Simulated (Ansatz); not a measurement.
**Te in Ansatz: convergence with smearing width**

Te:

```xyz
3
Lattice="3.8203 -2.1482 0.0000 3.8203 2.1482 0.0000 -0.0943 0.0000 5.9761" Properties=species:S:1:pos:R:3 pbc="T T T"
Te    0.0034    0.0061    0.0313
Te    2.3199   -0.0141    2.0220
Te    5.1969   -0.0342    3.9592
```

This isn't the form of Te at room conditions, which is trigonal, of chains.

The cell isn't the ideal one: atoms moved at random, drawn with an rms of 0.05 Å.

```yaml
Program: Ansatz 0.2.0
Task: convergence study
Functional: PBEsol
Potentials_or_basis: Ansatz PAW
Cutoff: "420 eV (not typed: the program's choice for these potentials)"
k_mesh: 5 × 5 × 4
Occupations: methfessel-paxton, width 0.3 eV
Spin: no spin polarisation
```

These are the settings of the first run; the series varies smearing width, with any setting tied to it.

Hardware: 2 threads of Arm Neoverse V2 (shared host).

**Question.** The values tried are 0.3 eV, 0.2 eV, 0.15 eV, 0.1 eV, 0.05 eV, 0.025 eV, 0.01 eV, 0.005 eV, loosest first. From which on does the energy stay within 1 meV/atom of the tightest run that finished?

**Answer.** From 0.2 eV on.

| smearing width | energy less the tightest run, at zero smearing (meV/atom) | largest force (eV/Å) | SCF cycles | CPU time (s) | peak memory (GiB) |
| --- | --- | --- | --- | --- | --- |
| 0.3 eV | 1.31 | 0.066 | 6 | 9.8 | 0.36 |
| 0.2 eV | 0.14 | 0.092 | 6 | 10 | 0.37 |
| 0.15 eV | -0.15 | 0.090 | 7 | 10 | 0.36 |
| 0.1 eV | -0.08 | 0.079 | 6 | 9.7 | 0.36 |
| 0.05 eV | 0.04 | 0.078 | 6 | 10 | 0.36 |
| 0.025 eV | 0.02 | 0.085 | 8 | 12 | 0.36 |
| 0.01 eV | 0.00 | 0.087 | 8 | 12 | 0.36 |
| 0.005 eV | 0.00 | 0.086 | 8 | 12 | 0.36 |

Against the tightest run, the largest force stays within 0.005 eV/Å from 0.025 eV on. Narrower smearing needs a denser k mesh, so at a fixed mesh the narrowest width isn't the most accurate. The tightest run that finished is the yardstick and may itself not be fully converged.

Caveat, for the tightest run too: the PAW data sets come from PBE, with cores solved anew for the run's functional, which leaves a small shift of forces and pressure. Spin-orbit coupling is left out, which matters for the levels of Te.
